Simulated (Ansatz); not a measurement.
# ZrO$_{2}$: levels along high-symmetry lines

```yaml
crystal:
  lattice:
    - [3.59610, 0.00000, 0.00000]
    - [0.00000, 3.59610, 0.00000]
    - [0.00000, 0.00000, 5.17700]
  atoms:
    - { symbol: Zr, position: [0.00000, 0.00000, 0.00000] }
    - { symbol: Zr, position: [0.50000, 0.50000, 0.50000] }
    - { symbol: O, position: [0.00000, 0.50000, 0.20300] }
    - { symbol: O, position: [0.00000, 0.50000, 0.70300] }
    - { symbol: O, position: [0.50000, 0.00000, 0.29700] }
    - { symbol: O, position: [0.50000, 0.00000, 0.79700] }
```

Atom numbers follow the list: Zr1, Zr2, O3, O4, O5, O6.

The cell is COD entry 2300612, as deposited and not checked against the literature; nothing was relaxed.

These are results of DFT, PBEsol, all-electron LAPW, scalar-relativistic (Ansatz 0.2.0), not measurements.

The runs use a Γ-centred 6×6×4 k mesh, Fermi–Dirac smearing of 0.01 eV, basis error target 0.5 meV/atom, no spin polarisation.

Points in fractions of the reciprocal vectors of this cell: Γ (0, 0, 0), X (0, 0.5, 0), M (0.5, 0.5, 0), Z (0, 0, 0.5), R (0, 0.5, 0.5), A (0.5, 0.5, 0.5). The path joins them by straight lines in the order Γ–X–M–Γ–Z–R–A–Z–X; legs that retrace an earlier one aren't tabulated. Energies are in eV from the top of the valence band.

Q: Metal or insulator at this level of theory?

A: An insulator or semiconductor: gap 3.94 eV, indirect from the line M (0.5, 0.5, 0)–Γ to Γ.

Q: Tabulate bands 44 to 49, counted from the lowest band of the run, along the path.

A: 
```csv
k (1/Å),point,band 44,band 45,band 46,band 47,band 48,band 49
0.00,Γ,-0.13,-0.13,-0.12,3.94,4.45,5.08
0.12,,-0.23,-0.15,-0.11,4.04,4.49,5.05
0.25,,-0.51,-0.19,-0.07,4.29,4.58,4.98
0.37,,-0.71,-0.21,-0.04,4.61,4.64,4.85
0.50,,-0.75,-0.24,-0.02,4.60,4.69,4.90
0.62,,-0.86,-0.24,-0.03,4.50,4.54,5.12
0.75,,-1.11,-0.19,-0.06,4.40,4.43,5.27
0.87,X,-1.46,-0.12,-0.12,4.37,4.37,5.34
1.00,,-1.37,-0.13,-0.13,4.42,4.42,5.31
1.12,,-1.13,-0.17,-0.17,4.57,4.57,5.24
1.25,,-0.85,-0.26,-0.26,4.76,4.76,5.16
1.37,,-0.61,-0.39,-0.39,4.91,4.91,5.12
1.50,,-0.59,-0.43,-0.43,4.99,4.99,5.16
1.62,,-0.77,-0.34,-0.34,5.05,5.05,5.24
1.75,M,-0.87,-0.31,-0.31,5.07,5.07,5.28
1.92,,-0.61,-0.46,-0.28,4.98,5.05,5.23
2.10,,-0.56,-0.28,-0.24,4.92,4.93,5.20
2.28,,-0.28,-0.23,-0.06,4.81,5.02,5.15
2.45,,-0.27,-0.16,0.00,4.73,4.95,5.01
2.63,,-0.33,-0.14,-0.03,4.48,4.74,4.96
2.81,,-0.30,-0.13,-0.09,4.13,4.53,5.04
2.98,Γ,-0.13,-0.13,-0.12,3.94,4.45,5.08
3.07,,-0.20,-0.12,-0.12,3.96,4.47,5.08
3.16,,-0.43,-0.11,-0.11,4.00,4.53,5.10
3.24,,-0.78,-0.09,-0.09,4.06,4.63,5.07
3.33,,-0.74,-0.07,-0.07,4.15,4.75,4.95
3.42,,-0.61,-0.05,-0.05,4.26,4.82,4.88
3.50,,-0.53,-0.04,-0.04,4.39,4.67,5.00
3.59,Z,-0.50,-0.04,-0.04,4.53,4.53,5.10
3.71,,-0.53,-0.12,-0.09,4.52,4.59,5.07
3.84,,-0.63,-0.34,-0.21,4.50,4.75,4.98
3.96,,-0.78,-0.63,-0.37,4.48,4.83,4.91
4.09,,-0.94,-0.91,-0.51,4.50,4.67,5.00
4.21,,-1.13,-1.11,-0.63,4.54,4.55,4.88
4.34,,-1.24,-1.17,-0.75,4.46,4.64,4.65
4.46,R,-1.30,-0.92,-0.92,4.50,4.50,4.76
4.59,,-1.28,-0.93,-0.93,4.55,4.55,4.80
4.71,,-1.31,-0.92,-0.92,4.67,4.67,4.89
4.84,,-1.09,-0.87,-0.87,4.81,4.81,5.04
4.96,,-0.98,-0.60,-0.60,4.94,4.94,5.18
5.09,,-1.06,-0.30,-0.30,5.05,5.05,5.31
5.21,,-1.24,-0.11,-0.11,5.11,5.11,5.45
5.34,A,-1.40,-0.04,-0.04,5.13,5.13,5.53
5.51,,-1.11,-0.17,-0.17,5.08,5.08,5.41
5.69,,-0.79,-0.50,-0.50,4.86,4.86,5.36
5.87,,-1.06,-0.52,-0.52,4.70,4.70,5.33
6.04,,-1.61,-0.38,-0.38,4.67,4.67,5.25
6.22,,-1.13,-0.28,-0.28,4.66,4.66,5.15
6.40,,-0.64,-0.14,-0.14,4.58,4.58,5.11
6.57,Z,-0.50,-0.04,-0.04,4.53,4.53,5.10
6.72,,-0.56,-0.13,-0.09,4.43,4.69,5.01
6.88,,-0.75,-0.37,-0.23,4.43,4.88,4.88
7.03,,-1.00,-0.73,-0.34,4.55,4.73,5.04
7.18,,-0.99,-0.72,-0.32,4.59,4.76,4.91
7.33,,-0.97,-0.41,-0.19,4.47,4.66,5.02
7.48,,-1.13,-0.23,-0.10,4.39,4.45,5.24
7.64,X,-1.46,-0.12,-0.12,4.37,4.37,5.34
```
